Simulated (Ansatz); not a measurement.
# Stability checks on a candidate for NaF

The cell was reached from a generator's guess, though it ends in a space group that the Crystallography Open Database lists for this formula.

Method: DFT PBE, scalar-relativistic, plane waves, PAW (Ansatz). Settings of the last relaxation (2-atom cell): 420 eV, 8×8×8 k points, Gaussian smearing of 0.02 eV, no spin polarisation.

Space group Fm-3m (No. 225). a = 4.700 Å, b = 4.700 Å, c = 4.700 Å, α = 90.00°, β = 90.00°, γ = 90.00°
```tsv
atom	site	symmetry	x	y	z
Na	4a	m-3m	0.0000	0.0000	0.0000
F	4b	m-3m	0.5000	0.0000	0.0000
```

Formation energies are uncorrected and refer to the elements' standard structures at the same level (F₂ as a molecule).

Q: These tests were run: energy against the elements; phonons on a 4×4×4 q mesh. What do they show?

A:

```csv
test,result
energy against the elements,−2.711 eV/atom
phonons on a 4×4×4 q mesh,no imaginary mode on the mesh
```

It fails none of these tests. Other phases of the system weren't compared here, so this isn't yet thermodynamic stability.

The run for the phonons used an 8×8×8 k mesh.
